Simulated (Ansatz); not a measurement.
**Te2Mo in Ansatz: the effect of functional**

The system is Te2Mo, a slab with vacuum.

```
Te Mo
1.0
     3.63006    0.00000    0.00000
    -1.81503    3.14372    0.00000
     0.00000    0.00000   17.86775
Te Mo
2 1
Direct
  0.33333 0.66667 0.10214
  0.33333 0.66667 0.89786
  0.00000 0.00000 0.00000
```

The cell isn't the ideal one: volume scaled by 1.06.

Alike in all runs:

* Program: Ansatz 0.2.0
* Task: single point
* Potentials or basis: Ansatz PAW
* k mesh: 9 × 9 × 2
* Occupations: fermi-dirac, width 0.05 eV
* Spin: no spin polarisation

| functional | cutoff | gap on the mesh (eV) | largest force (eV/Å) |
| --- | --- | --- | --- |
| LDA | 420 eV (not typed: the program's choice for these potentials) | ? | ? |
| PBEsol | 420 eV (not typed: the program's choice for these potentials) | 0.96 | 0.92 |
| r2SCAN | 500 eV (not typed: the program's choice for these potentials) | 1.03 | 0.78 |

**Question.** What does the run with functional LDA give?

**Answer.** gap on the mesh 0.96 eV; largest force 1.14 eV/Å.

Caveats: odd divisions of the mesh miss points on the zone boundary, where band edges often lie, so the gap on the mesh can be too wide; spin-orbit coupling is left out, which moves the levels of the heavy elements; the PAW data sets come from PBE, with cores solved anew for the run's functional, which leaves a small shift of forces and pressure.

A k mesh can miss the band edges.
